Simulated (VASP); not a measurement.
Write the native input for VASP 6.6.1 that does the following.

* Task: relaxation of cell and atoms
* Functional: PBEsol
* Potentials or basis: VASP PAW PBE potentials, release 64 (Se)
* Cutoff: 600 eV
* k mesh: 22 × 22 × 22
* Occupations: gaussian, width 0.3 eV
* Spin: no spin polarisation
* Target pressure: 185 GPa
* Dipole correction: no
* Further INCAR settings: ALGO = Normal; EDIFF = 1e-07; IBRION = 2; EDIFFG = -0.002; NSW = 100; ISIF = 3
* Target pressure: 185 GPa

The structure of Se lies in POSCAR:

```
Se
1.0
   -1.3873325789      1.3873325789      1.3873325789
    1.3873325789     -1.3873325789      1.3873325789
    1.3873325789      1.3873325789     -1.3873325789
Se
1
Direct
    0.0000000000      0.0000000000      0.0000000000
```

This isn't the form of Se at room conditions, which is trigonal, of chains.

One way to write it, as run:

INCAR

```
SYSTEM = Se
ALGO = Normal
EDIFF = 1E-7
EDIFFG = -0.002
ENCUT = 600
GGA = PS
IBRION = 2
ISIF = 3
ISMEAR = 0
LASPH = .TRUE.
LCHARG = .FALSE.
LREAL = .FALSE.
LWAVE = .FALSE.
NELM = 100
NSW = 100
PREC = Accurate
PSTRESS = 1850.0
SIGMA = 0.3
```

KPOINTS

```
k-points
0
G
  22 22 22
  0 0 0
```

Potentials or basis: VASP PAW PBE potentials, release 64 (Se).

The run is started by

```sh
$ cat potpaw_PBE.64/Se/POTCAR > POTCAR
$ mpirun -np 1 vasp_std > vasp.out
```

Results of the run:

* Relaxed volume: 10.73 Å³/atom
* Relaxed cell: a = 2.407 Å, b = 2.407 Å, c = 2.407 Å, α = 109.47°, β = 109.47°, γ = 109.47°
* Space group after relaxing (to 0.05 Å): Im-3m (No. 229)
* Energy change on relaxing (the enthalpy is what falls): -59.6 meV/atom
* Ionic steps: 4
* Pressure after relaxing: 185.0 GPa
* Band gap on the k mesh: none (metal or under the smearing width)

Caveat: the cell is relaxed towards a set pressure, so the enthalpy falls and the energy may rise; the PAW data sets were made with another functional, which shifts forces and pressure a little.

It took 32 s on 1 thread of AMD EPYC 9R45 (Zen 5), with other jobs on the host, peak memory 0.12 GiB.
